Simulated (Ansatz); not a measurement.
# Sr (sc type) under strong compression

```yaml
crystal:
  lattice:
    - [3.84911, 0.00000, 0.00000]
    - [0.00000, 3.84911, 0.00000]
    - [0.00000, 0.00000, 3.84911]
  atoms:
    - { symbol: Sr, position: [0.00000, 0.00000, 0.00000] }
```

The cell comes from a relaxation on PAW files under the same functional, begun from a prototype that needn't be the stable phase.

Its volume is scaled at fixed shape and fractional positions.

All numbers are PBE results (scalar-relativistic) from Ansatz 0.2.0, with a Γ-centred 10×10×10 k mesh, Fermi–Dirac smearing of 0.05 eV, no spin polarisation. Methods: LAPW: all electrons, basis error target 1 meV/atom; PAW: frozen-core files, cutoff 420 eV; crystal datasets: all electrons, by PAW datasets that the program makes for each cell; norm-conserving: pseudopotentials, cutoff 925 eV; PAW (cutoff 800 eV): frozen-core files, cutoff 800 eV.

Energies are extrapolated to zero smearing and count from the unscaled cell; pressure is positive in compression; gaps take the mesh and a band path. No temperature or zero-point motion is included.

The structure type is held throughout; the real material can change phase at far lower pressure.

```tsv
V/V0	V (Å³/atom)	P LAPW (GPa)	ΔE LAPW (eV/atom)	P PAW − LAPW (GPa)	ΔE PAW − LAPW (meV/atom)
1.00	57.03	0.01	0.000	0.00	0.0
0.88	50.18	1.14	0.022	0.00	0.0
0.78	44.48	?	0.088	0.00	0.1
0.68	38.78	5.35	0.227	0.00	0.1
0.58	33.08	10.34	0.495	0.00	0.1
0.50	28.51	17.49	0.883	0.00	0.1
0.43	24.52	28.4	1.442	-0.01	0.0
```

(1) Fill in "P LAPW (GPa)" for the row "0.78".

(2) Fit the Vinet equation to the LAPW pressures over the whole range, with residuals weighted by 1/(|P| + 0.03·Pmax).

(3) From the table, what is the rise of the enthalpy H = E + pV up to the last row, and how stiff is the crystal between the last two rows?

(4) At the smallest volume, how far do crystal datasets and norm-conserving and PAW (cutoff 800 eV) lie from LAPW in pressure?

## Answers

(1) 2.75.

(2) V0 = 57.20 Å³/atom, B0 = 6.39 GPa and B0′ = 4.29, and the fit misses no point by more than 0.53 GPa. A fit over so wide a range pins B0 less well than one near rest.

(3) ΔH = 1.442 eV + (28.4 GPa × 24.52 Å³ − 0.01 GPa × 57.03 Å³) × 0.006242 eV/(GPa·Å³) = 5.79 eV/atom, of which pV makes 75 %. The mean bulk modulus there is −ΔP/Δln V = 72.6 GPa.

(4) crystal datasets: 0.00 GPa; norm-conserving: +0.02 GPa; PAW (cutoff 800 eV): -0.01 GPa, on a LAPW pressure of 28.4 GPa.
